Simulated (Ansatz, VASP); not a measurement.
P in VASP and in Ansatz

```
CELL_PARAMETERS angstrom
2.48055 0.00000 0.00000
-1.24027 2.14822 0.00000
0.00000 0.00000 2.32327
ATOMIC_POSITIONS crystal
P 0.00000 0.00000 0.00000
```

Change from the starting cell: volume scaled by 0.84, PAW files.

Alike in both runs: task single point; functional PBE; k mesh 18 × 18 × 17; occupations fermi-dirac, width 0.05 eV; no spin polarisation.

|  | VASP | Ansatz |
| --- | --- | --- |
| version | VASP 6.6.1 | Ansatz 0.2.0 |
| potentials or method | VASP PAW PBE potentials, release 64 (P) | PAW with Ansatz's default frozen-core files, scalar-relativistic |
| plane-wave cutoff (eV) | 520 | 420 |
| valence electrons in the cell | 5 | 5 |

Ansatz gave:

| Item | Value |
| --- | --- |
| pressure (GPa) | 23.7 |

Task: What did VASP give for the same quantities?

Result: Pressure (GPa): 23.3.

Caveats: so large a pressure means that the cell lies far from this level's equilibrium, or that cutoff or potentials fall short (VASP).
